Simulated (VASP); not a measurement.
# KMgF3 (Pm-3m) in VASP: notebook

The runs below take KMgF3 through band structure, with LDA, PBE.

All numbers are computed with VASP 6.6.1; they aren't measurements. Logs are shortened: lines on timing, memory, paths and dates and some standing lists are left out, and cuts for length are marked.

### Step 1. The crystal as given

It takes space group Pm-3m (No. 221, cubic). The conventional cell has a = 3.986 Å, b = 3.986 Å, c = 3.986 Å, α = 90.00°, β = 90.00°, γ = 90.00°. Around K (site symmetry m-3m) lie 12 F at 2.82 Å. Around Mg (site symmetry m-3m) lie 6 F at 1.99 Å. F (site symmetry 4/mmm) is surrounded by 2 Mg at 1.99 Å.

### Step 2. Band structure, LDA

Contents of INCAR:

```
SYSTEM = KMgF3
PREC     = Accurate       ! precision mode
ENCUT    = 520            ! plane-wave cutoff, eV
EDIFF    = 1E-7           ! SCF threshold, eV
ISMEAR   = 0              ! smearing method
SIGMA    = 0.02           ! smearing width, eV
LREAL    = .FALSE.        ! projectors in reciprocal space
LASPH    = .TRUE.         ! aspherical terms in the spheres
NELM     = 100            ! most SCF steps
ALGO     = Fast           ! electronic algorithm
ISIF     = 2              ! what is computed and relaxed
LWAVE    = .FALSE.        ! write WAVECAR
LCHARG   = .FALSE.        ! write CHGCAR
KPAR     = 2
```

Contents of KPOINTS:

```
Automatic mesh
0
G
  8 8 8
  0 0 0
```

Contents of POSCAR:

```
KMgF3
1.0
    3.9859000000      0.0000000000      0.0000000000
    0.0000000000      3.9859000000      0.0000000000
    0.0000000000      0.0000000000      3.9859000000
K Mg F
1 1 3
Direct
    0.5000000000      0.5000000000      0.5000000000
    0.0000000000      0.0000000000      0.0000000000
    0.0000000000      0.0000000000      0.5000000000
    0.0000000000      0.5000000000      0.0000000000
    0.5000000000      0.0000000000      0.0000000000
```

Contents of KPOINTS_OPT:

```
path GXMGRX,MR
15
line-mode
reciprocal
 0.0000000000  0.0000000000  0.0000000000  G
 0.0000000000  0.5000000000  0.0000000000  X

 0.0000000000  0.5000000000  0.0000000000  X
 0.5000000000  0.5000000000  0.0000000000  M

 0.5000000000  0.5000000000  0.0000000000  M
 0.0000000000  0.0000000000  0.0000000000  G

 0.0000000000  0.0000000000  0.0000000000  G
 0.5000000000  0.5000000000  0.5000000000  R

 0.5000000000  0.5000000000  0.5000000000  R
 0.0000000000  0.5000000000  0.0000000000  X

 0.5000000000  0.5000000000  0.0000000000  M
 0.5000000000  0.5000000000  0.5000000000  R
```

Potentials or basis: VASP PAW LDA potentials, release 64 (K_sv, Mg, F).

On the command line:

```bash
> cat potpaw_LDA.64/K_sv/POTCAR potpaw_LDA.64/Mg/POTCAR potpaw_LDA.64/F/POTCAR > POTCAR
> mpirun -np 2 vasp_std > vasp.out
```

OUTCAR:

```text
SYSTEM = KMgF3
   PREC = Accurate
   ENCUT = 520
   EDIFF = 1E-7
   ISMEAR = 0
   LREAL = .FALSE.
   LASPH = .TRUE.
   NELM = 100
   ISIF = 2

 ion  position               nearest neighbor table
   1  0.500  0.500  0.500-   3 2.82   4 2.82   5 2.82   4 2.82   5 2.82   3 2.82   5 2.82   5 2.82
                             3 2.82   4 2.82   4 2.82   3 2.82   2 3.45   2 3.45   2 3.45   2 3.45
   2  0.000  0.000  0.000-   3 1.99   4 1.99   5 1.99   3 1.99   4 1.99   5 1.99   1 3.45   1 3.45
                             1 3.45   1 3.45   1 3.45   1 3.45   1 3.45   1 3.45
   3  0.000  0.000  0.500-   2 1.99   2 1.99   1 2.82   1 2.82   1 2.82   1 2.82
   4  0.000  0.500  0.000-   2 1.99   2 1.99   1 2.82   1 2.82   1 2.82   1 2.82
   5  0.500  0.000  0.000-   2 1.99   2 1.99   1 2.82   1 2.82   1 2.82   1 2.82

  LATTYP: Found a simple cubic cell.
 ALAT       =     3.9859000000

  Lattice vectors:

 A1 = (   3.9859000000,   0.0000000000,   0.0000000000)
 A2 = (   0.0000000000,   3.9859000000,   0.0000000000)
 A3 = (   0.0000000000,   0.0000000000,   3.9859000000)

Analysis of symmetry for initial positions (statically):
=====================================================================
 Subroutine PRICEL returns:
 Original cell was already a primitive cell.

 Routine SETGRP: Setting up the symmetry group for a
 simple cubic supercell.

 Subroutine GETGRP returns: Found 48 space group operations
 (whereof 48 operations were pure point group operations)
 out of a pool of 48 trial point group operations.

The static configuration has the point symmetry O_h .

Analysis of symmetry for dynamics (positions and initial velocities):
=====================================================================
 Subroutine PRICEL returns:
 Original cell was already a primitive cell.

 Routine SETGRP: Setting up the symmetry group for a
 simple cubic supercell.

 Subroutine GETGRP returns: Found 48 space group operations
 (whereof 48 operations were pure point group operations)
 out of a pool of 48 trial point group operations.

The dynamic configuration has the point symmetry O_h .

 Subroutine INISYM returns: Found 48 space group operations
 (whereof 48 operations are pure point group operations),
 and found     1 'primitive' translations

----------------------------------------------------------------------------------------

                                     Primitive cell

  volume of cell :      63.3256

  direct lattice vectors                    reciprocal lattice vectors
     3.985900000  0.000000000  0.000000000     0.250884367  0.000000000  0.000000000
     0.000000000  3.985900000  0.000000000     0.000000000  0.250884367  0.000000000
     0.000000000  0.000000000  3.985900000     0.000000000  0.000000000  0.250884367

  length of vectors
     3.985900000  3.985900000  3.985900000     0.250884367  0.250884367  0.250884367

  position of ions in fractional coordinates (direct lattice)
     0.500000000  0.500000000  0.500000000
     0.000000000  0.000000000  0.000000000
     0.000000000  0.000000000  0.500000000
     0.000000000  0.500000000  0.000000000
     0.500000000  0.000000000  0.000000000

  ion indices of the primitive-cell ions
   primitive index   ion index
                 1           1
                 2           2
                 3           3
                 4           4
                 5           5

----------------------------------------------------------------------------------------

 KPOINTS: Automatic mesh

Automatic generation of k-mesh.
 Grid dimensions read from file:
 generate k-points for:    8    8    8

 Generating k-lattice:

  Cartesian coordinates                     Fractional coordinates (reciprocal lattice)
     0.031360546  0.000000000  0.000000000     0.125000000  0.000000000  0.000000000
     0.000000000  0.031360546  0.000000000     0.000000000  0.125000000  0.000000000
     0.000000000  0.000000000  0.031360546     0.000000000  0.000000000  0.125000000

  Length of vectors
     0.031360546  0.031360546  0.031360546

  Shift w.r.t. Gamma in fractional coordinates (k-lattice)
     0.000000000  0.000000000  0.000000000

 Subroutine IBZKPT returns following result:
 ===========================================

 Found     35 irreducible k-points:

 Following reciprocal coordinates:
            Coordinates               Weight
  0.000000  0.000000  0.000000      1.000000
  0.125000  0.000000  0.000000      6.000000
  0.250000  0.000000  0.000000      6.000000
  0.375000  0.000000  0.000000      6.000000
  0.500000  0.000000  0.000000      3.000000
  0.125000  0.125000  0.000000     12.000000
[... 16 lines left out ...]
  0.375000  0.375000  0.125000     24.000000
  0.500000  0.375000  0.125000     24.000000
 [... further k-points ...]
   k-points           NKPTS =     35   k-points in BZ     NKDIM =     35   number of bands    NBANDS=     20
   number of dos      NEDOS =    301   number of ions     NIONS =      5
   total plane-waves  NPLWV =  27000
   dimension x,y,z NGX =    30 NGY =   30 NGZ =   30
   dimension x,y,z NGXF=    60 NGYF=   60 NGZF=   60
   ions per type =               1   1   3
   NGX,Y,Z   is equivalent  to a cutoff of  12.51, 12.51, 12.51 a.u.
   NGXF,Y,Z  is equivalent  to a cutoff of  25.03, 25.03, 25.03 a.u.
 SYSTEM =  KMgF3
   PREC   = accura    normal or accurate (medium, high low for compatibility)
   ISTART =      0    job   : 0-new  1-cont  2-samecut
   ICHARG =      2    charge: 1-file 2-atom 10-const
   ISPIN  =      1    spin polarized calculation?
   LNONCOLLINEAR =      F non collinear calculations
   LSORBIT =      F    spin-orbit coupling
   LASPH  =      T    aspherical Exc in radial PAW
   ENCUT  =  520.0 eV  38.22 Ry    6.18 a.u.   7.41  7.41  7.41*2*pi/ulx,y,z
   NELM   =    100;   NELMIN=  2; NELMDL= -5     # of ELM steps
   EDIFF  = 0.1E-06   stopping-criterion for ELM
   LREAL  =      F    real-space projection
   EDIFFG = 0.1E-05   stopping-criterion for IOM
   NSW    =      0    number of steps for IOM
   IBRION =     -1    ionic relax: 0-MD 1-quasi-New 2-CG
   NFREE  =      0    steps in history (QN), initial steepest desc. (CG)
   ISIF   =      2    stress and relaxation
   ISYM   =      2    0-nonsym 1-usesym 2-fastsym
   POTIM  = 0.5000    time-step for ionic-motion
   TEBEG  =    0.0;   TEEND  =   0.0 temperature during run
   PSTRESS=    0.0 pullay stress
   NELECT =      32.0000    total number of electrons
   NUPDOWN=      -1.0000    fix difference up-down
   EMIN   =  10.00;   EMAX   =-10.00  energy-range for DOS
   EFERMI =   0.00;   METHOD = LEGACY
   ISMEAR =     0;   SIGMA  =   0.02  broadening in eV -4-tet -1-fermi 0-gaus
   EFERMI_NEDOS =   21; number of points for ismear=-14 and -15
   IALGO  =     68    algorithm
   IMIX   =      4    mixing-type and parameters
     AMIX     =   0.40;   BMIX     =  1.00
     AMIX_MAG =   1.60;   BMIX_MAG =  1.00
  volume/ion in A,a.u.               =      12.67        85.47
  Fermi-wavevector in a.u.,A,eV,Ry     =   1.303962  2.464132 23.134232  1.700318
  Thomas-Fermi vector in A             =   2.434930
   LORBIT       =      0    0 simple, 1 ext, 2 COOP (PROOUT), +10 PAW based schemes
   GGA     = CA    functional components
   LHFCALC =     F    Hartree Fock is set to
   AEXX    =    0.0000 exact exchange contribution
   IVDW    =     0    specifies the selected vdW correction
   LEPSILON=     F    determine dielectric tensor
   LRPA    =     F    only Hartree local field effects (RPA)
 non-spin polarized calculation
 RMM-DIIS sequential band-by-band and
 Gauss-broadening in eV      SIGMA  =   0.02
  energy-cutoff  :      520.00
  volume of cell :       63.33
 maximum number of plane-waves:      1743
 NGX is ok and might be reduce to    30
   NGX = 15   NGY = 15   NGZ = 15

 number of electron      31.9999958 magnetization

 Free energy of the ion-electron system (eV)
  ---------------------------------------------------
  ext. energy  EPLUGINS =         0.00000000
  ---------------------------------------------------
  free energy    TOTEN  =       -27.06673646 eV

  energy without entropy =      -27.06673646  energy(sigma->0) =      -27.06673646

 E-fermi :  -1.8741     XC(G=0): -10.4087

 val. band max:       -1.9945089322   @ k =   0.5000   0.5000   0.5000
 cond. band min:       4.9616832702   @ k =   0.0000   0.0000   0.0000
 fundamental gap:      6.9561922024
 Fermi energy:        -1.8740579185

 k-point     1 :       0.0000    0.0000    0.0000
  band No.  band energies     occupation
      1     -27.1661      2.00000
      2     -21.7212      2.00000
      3     -21.0252      2.00000
      4     -21.0252      2.00000
      5     -10.9084      2.00000
      6     -10.9084      2.00000
[... 12 lines left out ...]
     19       7.7838      0.00000
     20      10.0276      0.00000

 k-point     2 :       0.1250    0.0000    0.0000
  band No.  band energies     occupation
      1     -27.1614      2.00000
      2     -21.7034      2.00000
      3     -21.0481      2.00000
      4     -21.0235      2.00000
      5     -10.9051      2.00000
      6     -10.8992      2.00000
[... 12 lines left out ...]
     19       7.9564      0.00000
     20      10.1128      0.00000

 k-point     3 :       0.2500    0.0000    0.0000
  band No.  band energies     occupation
      1     -27.1501      2.00000
      2     -21.6548      2.00000
      3     -21.1088      2.00000
      4     -21.0197      2.00000
      5     -10.8972      2.00000
      6     -10.8769      2.00000
[... 12 lines left out ...]
     19       8.3550      0.00000
     20      10.3286      0.00000

 k-point     4 :       0.3750    0.0000    0.0000
  band No.  band energies     occupation
      1     -27.1386      2.00000
      2     -21.5942      2.00000
      3     -21.1823      2.00000
      4     -21.0165      2.00000
      5     -10.8895      2.00000
      6     -10.8543      2.00000
[... 12 lines left out ...]
     19       8.6955      0.00000
     20      10.5520      0.00000

 k-point     5 :       0.5000    0.0000    0.0000
  band No.  band energies     occupation
      1     -27.1339      2.00000
      2     -21.5621      2.00000
      3     -21.2192      2.00000
      4     -21.0144      2.00000
      5     -10.8864      2.00000
      6     -10.8448      2.00000
[... 12 lines left out ...]
     19       8.8669      0.00000
     20      10.6454      0.00000
[... 353 lines left out ...]
      6     -10.9228      2.00000
[... 12 lines left out ...]
     19       9.3458      0.00000
     20      10.0686      0.00000

 k-point    22 :       0.5000    0.2500    0.1250
  band No.  band energies     occupation
      1     -27.1197      2.00000
      2     -21.4491      2.00000
      3     -21.2313      2.00000
      4     -21.0894      2.00000
      5     -10.9545      2.00000
      6     -10.9354      2.00000
[... 12 lines left out ...]
     19       9.5606      0.00000
     20       9.9307      0.00000

 k-point    23 :       0.3750    0.3750    0.1250
  band No.  band energies     occupation
      1     -27.1154      2.00000
      2     -21.4099      2.00000
      3     -21.2089      2.00000
      4     -21.1402      2.00000
      5     -10.9897      2.00000
      6     -10.9602      2.00000
[... 12 lines left out ...]
     19       9.5700      0.00000
     20       9.9810      0.00000

 k-point    24 :       0.5000    0.3750    0.1250
  band No.  band energies     occupation
      1     -27.1120      2.00000
      2     -21.3567      2.00000
      3     -21.2372      2.00000
      4     -21.1601      2.00000
      5     -10.9916      2.00000
      6     -10.9861      2.00000
[... 12 lines left out ...]
     19       9.6771      0.00000
     20       9.8555      0.00000

 [... further k-points ...]
[... 5 lines left out ...]
  --------------------------------------------------------------------------------------
  -------------------------------------------------------------------------------------
  Total       -2.0666300     -2.0666300     -2.0666300     -0.0000000     -0.0000000      0.0000000
  in kB      -52.2870460    -52.2870460    -52.2870460     -0.0000000     -0.0000000      0.0000000
  external PRESSURE =     -52.2870460 kB  Pullay stress =       0.0000000 kB

 VOLUME and BASIS-vectors are now :
 -----------------------------------------------------------------------------
  energy-cutoff  :      520.00
  volume of cell :       63.33
      direct lattice vectors                 reciprocal lattice vectors
     3.985900000  0.000000000  0.000000000     0.250884367  0.000000000  0.000000000
     0.000000000  3.985900000  0.000000000     0.000000000  0.250884367  0.000000000
     0.000000000  0.000000000  3.985900000     0.000000000  0.000000000  0.250884367

 POSITION                                       TOTAL-FORCE (eV/Angst)
 -----------------------------------------------------------------------------------
      1.99295      1.99295      1.99295         0.000000      0.000000      0.000000
      0.00000      0.00000      0.00000         0.000000      0.000000      0.000000
      0.00000      0.00000      1.99295         0.000000      0.000000      0.000000
      0.00000      1.99295      0.00000         0.000000      0.000000      0.000000
      1.99295      0.00000      0.00000         0.000000      0.000000      0.000000
 -----------------------------------------------------------------------------------
    total drift:                                0.000000     -0.000000      0.000000

  FREE ENERGIE OF THE ION-ELECTRON SYSTEM (eV)
  ---------------------------------------------------
  free  energy   TOTEN  =       -27.0667364630 eV

  energy  without entropy=      -27.0667364630  energy(sigma->0) =      -27.06673646
```

Wall time 59 s (2 MPI ranks of Intel Xeon Platinum 8488C (Sapphire Rapids), shared host); peak memory 0.19 GiB.

What came out:

| Quantity | Value |
| --- | --- |
| Free energy | -27.0667 eV |
| Pressure | -5.2 GPa |
| Band gap on the k mesh | 6.96 eV, indirect (least direct gap 7.28 eV) |
| Band gap along the path | 6.96 eV, indirect (least direct gap 7.28 eV) |

Levels at the corners of the path, in eV from the valence-band top:
```
point  band 13  band 14  band 15  band 16  band 17  band 18  band 19  band 20
    Γ    -0.64    -0.33    -0.33    -0.33     6.96     9.78     9.78    12.02
    X    -0.89    -0.89    -0.54    -0.54     9.78    10.12    10.86    12.64
    X    -0.89    -0.89    -0.54    -0.54     9.78    10.12    10.86    12.64
    M    -1.08    -0.92    -0.92    -0.02    10.68    11.43    12.26    12.27
    M    -1.08    -0.92    -0.92    -0.02    10.68    11.43    12.26    12.28
    Γ    -0.64    -0.33    -0.33    -0.33     6.96     9.78     9.78    12.02
    Γ    -0.64    -0.33    -0.33    -0.33     6.96     9.78     9.78    12.02
    R    -1.14     0.00     0.00     0.00    10.17    10.17    10.17    13.57
    R    -1.14     0.00     0.00     0.00    10.17    10.17    10.17    13.73
    X    -0.89    -0.89    -0.54    -0.54     9.78    10.12    10.86    12.66
    M    -1.08    -0.92    -0.92    -0.02    10.68    11.43    12.26    12.27
    R    -1.14     0.00     0.00     0.00    10.17    10.17    10.17    13.59
```

LDA gaps usually lie below the measured ones, often by a third to a half.

(Part 1 of 2 ends here.)
